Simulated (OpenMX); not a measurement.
BaTiO3: equation of state with LDA

Crystal: BaTiO3.

```
CELL_PARAMETERS angstrom
3.99980 0.00000 0.00000
0.00000 3.99980 0.00000
0.00000 0.00000 4.01800
ATOMIC_POSITIONS crystal
Ba 0.99557 0.99064 0.00350
Ti 0.50254 0.49192 0.46877
O 0.47922 0.51432 0.00641
O 0.50273 0.00330 0.50938
O 0.01995 0.49981 0.53994
```

- Program: OpenMX 3.8.5
- Task: equation of state
- Functional: LDA
- Potentials or basis: OpenMX 2013 LDA set, Ba10.0-s3p2d2, Ti7.0-s3p2d2, O6.0-s2p2d1, fixed grid of 48 × 48 × 48 points
- k mesh: 7 × 7 × 7
- Occupations: fermi-dirac, width 0.05 eV
- Spin: no spin polarisation
- Mixing scheme: rmm-diisk
- SCF threshold: 1e-08 Ha
- Solver: band
- Grid points, held for all volumes: 48 × 48 × 48

| Quantity | Value |
| --- | --- |
| Equilibrium volume | 12.44 Å³/atom |
| Bulk modulus at fixed shape and positions | 191 GPa |
| Pressure derivative of the bulk modulus | 4.8 |

Energy against volume, from the lowest point:
| volume (Å³/atom) | energy (meV/atom) |
| --- | --- |
| 12.085 | 5.92 |
| 12.342 | 0.00 |
| 12.599 | 0.70 |
| 12.856 | 7.30 |
| 13.113 | 19.14 |
| 13.371 | 35.60 |
| 13.628 | 56.17 |

Caveat: volumes in these bases differ from converged ones by about 1 %, for some elements by several; the cell was scaled at fixed shape and fractional positions, which overstates the stiffness of a crystal with free parameters, most of all of layers and chains; the basis of atomic orbitals isn't converged, which shifts pressures, moduli and gaps. The run has no spin-orbit coupling, so splittings on Ba are missing.
